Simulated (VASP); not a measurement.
# Cu (a cell with a defect): relaxation of the atoms with PBE

Cu (a cell with a defect):

```
CELL_PARAMETERS angstrom
0.00000 7.27000 7.27000
7.27000 0.00000 7.27000
7.27000 7.27000 0.00000
ATOMIC_POSITIONS crystal
Cu 0.00000 0.00000 0.25000
Cu 0.00000 0.00000 0.50000
Cu 0.00000 0.00000 0.75000
Cu 0.00000 0.25000 0.00000
Cu 0.00000 0.25000 0.25000
Cu 0.00000 0.25000 0.50000
Cu 0.00000 0.25000 0.75000
Cu 0.00000 0.50000 0.00000
Cu 0.00000 0.50000 0.25000
Cu 0.00000 0.50000 0.50000
Cu 0.00000 0.50000 0.75000
Cu 0.00000 0.75000 0.00000
Cu 0.00000 0.75000 0.25000
Cu 0.00000 0.75000 0.50000
Cu 0.00000 0.75000 0.75000
Cu 0.25000 0.00000 0.00000
Cu 0.25000 0.00000 0.25000
Cu 0.25000 0.00000 0.50000
Cu 0.25000 0.00000 0.75000
Cu 0.25000 0.25000 0.00000
Cu 0.25000 0.25000 0.25000
Cu 0.25000 0.25000 0.50000
Cu 0.25000 0.25000 0.75000
Cu 0.25000 0.50000 0.00000
Cu 0.25000 0.50000 0.25000
Cu 0.25000 0.50000 0.50000
Cu 0.25000 0.50000 0.75000
Cu 0.25000 0.75000 0.00000
Cu 0.25000 0.75000 0.25000
Cu 0.25000 0.75000 0.50000
Cu 0.25000 0.75000 0.75000
Cu 0.50000 0.00000 0.00000
Cu 0.50000 0.00000 0.25000
Cu 0.50000 0.00000 0.50000
Cu 0.50000 0.00000 0.75000
Cu 0.50000 0.25000 0.00000
Cu 0.50000 0.25000 0.25000
Cu 0.50000 0.25000 0.50000
Cu 0.50000 0.25000 0.75000
Cu 0.50000 0.50000 0.00000
Cu 0.50000 0.50000 0.25000
Cu 0.50000 0.50000 0.50000
Cu 0.50000 0.50000 0.75000
Cu 0.50000 0.75000 0.00000
Cu 0.50000 0.75000 0.25000
Cu 0.50000 0.75000 0.50000
Cu 0.50000 0.75000 0.75000
Cu 0.75000 0.00000 0.00000
Cu 0.75000 0.00000 0.25000
Cu 0.75000 0.00000 0.50000
Cu 0.75000 0.00000 0.75000
Cu 0.75000 0.25000 0.00000
Cu 0.75000 0.25000 0.25000
Cu 0.75000 0.25000 0.50000
Cu 0.75000 0.25000 0.75000
Cu 0.75000 0.50000 0.00000
Cu 0.75000 0.50000 0.25000
Cu 0.75000 0.50000 0.50000
Cu 0.75000 0.50000 0.75000
Cu 0.75000 0.75000 0.00000
Cu 0.75000 0.75000 0.25000
Cu 0.75000 0.75000 0.50000
Cu 0.75000 0.75000 0.75000
```

The cell was built by a generator and needn't be a form met in nature.

```
Program                : VASP 6.6.1
Task                   : relaxation of the atoms
Functional             : PBE
Potentials or basis    : VASP PAW PBE potentials, release 64 (Cu)
Cutoff                 : 350 eV
k mesh                 : 3 × 3 × 3
Occupations            : methfessel-paxton, width 0.1 eV
Spin                   : no spin polarisation
Further INCAR settings : ALGO = Normal; EDIFF = 1e-06; IBRION = 2; EDIFFG = -0.02; NSW = 60
```

| Property | Result |
| --- | --- |
| Energy gained by relaxing | 0.4 meV/atom |
| Ionic steps | 4 |
| Pressure after relaxing | -0.9 GPa |
| Largest force after relaxing | 0.011 eV/Å |
| Band gap on the k mesh | none (metal or under the smearing width) |

Forces in eV/Å, atoms in the order of the input:
```
Cu  -0.002 -0.002  0.000
Cu   0.000  0.000  0.000
Cu   0.002  0.002  0.000
Cu  -0.002  0.000 -0.002
Cu  -0.004 -0.004 -0.004
Cu   0.004  0.004 -0.004
Cu   0.000  0.002 -0.002
Cu   0.000  0.000  0.000
Cu   0.004 -0.004  0.004
Cu   0.000  0.000  0.000
Cu  -0.004  0.004 -0.004
Cu   0.002  0.000  0.002
Cu   0.000 -0.002  0.002
Cu  -0.004 -0.004  0.004
Cu   0.004  0.004  0.004
Cu   0.000 -0.002 -0.002
Cu  -0.004 -0.004 -0.004
Cu   0.004  0.004 -0.004
Cu   0.002  0.000 -0.002
Cu  -0.004 -0.004 -0.004
Cu   0.000  0.000  0.000
Cu   0.004  0.004 -0.004
Cu   0.000  0.000  0.005
Cu   0.004 -0.004  0.004
Cu   0.004 -0.004  0.004
Cu   0.000 -0.008 -0.008
Cu   0.008  0.000 -0.008
Cu   0.002 -0.002  0.000
Cu   0.000  0.005  0.000
Cu   0.008 -0.008  0.000
Cu  -0.005  0.000  0.000
Cu   0.000  0.000  0.000
Cu  -0.004  0.004  0.004
Cu   0.000  0.000  0.000
Cu   0.004 -0.004 -0.004
Cu  -0.004  0.004  0.004
Cu  -0.004  0.004  0.004
Cu  -0.008  0.000 -0.008
Cu   0.000  0.008 -0.008
Cu   0.000  0.000  0.000
Cu  -0.008 -0.008  0.000
Cu   0.000  0.000  0.000
Cu   0.008  0.008  0.000
Cu   0.004 -0.004 -0.004
Cu   0.000 -0.008  0.008
Cu   0.008  0.000  0.008
Cu   0.004 -0.004 -0.004
Cu   0.000  0.002  0.002
Cu  -0.002  0.000  0.002
Cu  -0.004 -0.004  0.004
Cu   0.004  0.004  0.004
Cu  -0.002  0.002  0.000
Cu   0.005  0.000  0.000
Cu  -0.008  0.008  0.000
Cu   0.000 -0.005  0.000
Cu  -0.004  0.004 -0.004
Cu  -0.008  0.000  0.008
Cu   0.000  0.008  0.008
Cu  -0.004  0.004 -0.004
Cu   0.004  0.004  0.004
Cu   0.000  0.000 -0.005
Cu  -0.004 -0.004  0.004
Cu   0.000  0.000  0.000
```

Step by step:
| step | energy change (eV) | largest force (eV/Å) | pressure (GPa) |
| --- | --- | --- | --- |
| 1 | 0.0000 | 0.1394 | -0.72 |
| 2 | -0.0116 | 0.0978 | -0.85 |
| 3 | -0.0221 | 0.0260 | -0.82 |
| 4 | -0.0229 | 0.0110 | -0.87 |

Final structure:
```
Cu
1.0
     0.00000    7.27000    7.27000
     7.27000    0.00000    7.27000
     7.27000    7.27000    0.00000
Cu
63
Direct
  0.00000 0.00000 0.24781
  0.00000 0.00000 0.50000
  0.00000 0.00000 0.75219
  0.00000 0.24781 0.00000
  0.99990 0.24981 0.24981
  0.99990 0.24981 0.50049
  0.00000 0.24781 0.75219
  0.00000 0.50000 0.00000
  0.99990 0.50049 0.24981
  0.00000 0.50000 0.50000
  0.00010 0.49951 0.75019
  0.00000 0.75219 0.00000
  0.00000 0.75219 0.24781
  0.00010 0.75019 0.49951
  0.00010 0.75019 0.75019
  0.24781 0.00000 0.00000
  0.24981 0.99990 0.24981
  0.24981 0.99990 0.50049
  0.24781 0.00000 0.75219
  0.24981 0.24981 0.99990
  0.25000 0.25000 0.25000
  0.24981 0.24981 0.50049
  0.24947 0.24947 0.75053
  0.24981 0.50049 0.99990
  0.24981 0.50049 0.24981
  0.25058 0.50000 0.50000
  0.25058 0.50000 0.74942
  0.24781 0.75219 0.00000
  0.24947 0.75053 0.24947
  0.25058 0.74942 0.50000
  0.24947 0.75053 0.75053
  0.50000 0.00000 0.00000
  0.50049 0.99990 0.24981
  0.50000 0.00000 0.50000
  0.49951 0.00010 0.75019
  0.50049 0.24981 0.99990
  0.50049 0.24981 0.24981
  0.50000 0.25058 0.50000
  0.50000 0.25058 0.74942
  0.50000 0.50000 0.00000
  0.50000 0.50000 0.25058
  0.50000 0.50000 0.50000
  0.50000 0.50000 0.74942
  0.49951 0.75019 0.00010
  0.50000 0.74942 0.25058
  0.50000 0.74942 0.50000
  0.49951 0.75019 0.75019
  0.75219 0.00000 0.00000
  0.75219 0.00000 0.24781
  0.75019 0.00010 0.49951
  0.75019 0.00010 0.75019
  0.75219 0.24781 0.00000
  0.75053 0.24947 0.24947
  0.74942 0.25058 0.50000
  0.75053 0.24947 0.75053
  0.75019 0.49951 0.00010
  0.74942 0.50000 0.25058
  0.74942 0.50000 0.50000
  0.75019 0.49951 0.75019
  0.75019 0.75019 0.00010
  0.75053 0.75053 0.24947
  0.75019 0.75019 0.49951
  0.75000 0.75000 0.75000
```

Levels at points of the mesh, in eV from the Fermi level:
| k point | band 343 | band 344 | band 345 | band 346 | band 347 | band 348 | band 349 | band 350 |
| --- | --- | --- | --- | --- | --- | --- | --- | --- |
| (0.00, 0.00, 0.00) | -0.14 | -0.14 | -0.14 | -0.05 | 0.97 | 0.97 | 0.97 | 0.97 |

Run time: 86 min on 1 thread of AMD EPYC 9R45 96-Core Processor (Zen 5) (shared host), peak memory 0.89 GiB.

Caveat: the cutoff is under 1.25 times the usual one of these potentials, so pressure, stress and relaxed cells hold a basis-set (Pulay) error.
